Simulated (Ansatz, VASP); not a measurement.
## Two plane-wave programs on MgO

```
Mg O
1.0
     2.65982    0.00000    0.00000
     0.00000    2.65982    0.00000
     0.00000    0.00000    2.65982
Mg O
1 1
Direct
  0.00000 0.00000 0.00000
  0.50000 0.50000 0.50000
```

The cell was built by a generator and needn't be a form met in nature.

Alike in both runs: functional PBE; k mesh 10 × 10 × 10; occupations gaussian, width 0.02 eV; no spin polarisation.

Ansatz relaxed the structure, and its values are those at the end. VASP's run is a single point on that final structure, the one shown.

```csv
,VASP,Ansatz
version,VASP 6.6.1,Ansatz 0.2.0
potentials or method,"VASP PAW PBE potentials, release 64 (Mg, O)","scalar-relativistic, plane waves, PAW"
plane-wave cutoff (eV),520,420
valence electrons in the cell,8,16
```

|  | VASP | Ansatz | Ansatz less VASP |
| --- | --- | --- | --- |
| gap on the k mesh at the Fermi level (eV) | 2.25 | 2.27 | +0.021 |
| least direct gap on the mesh (eV) | 3.22 | 3.24 | +0.016 |
| pressure (GPa) | -0.7 | 0.0 | +0.72 |

The two sets of potentials don't hold the same shells in valence.

A k mesh can miss the band edges.
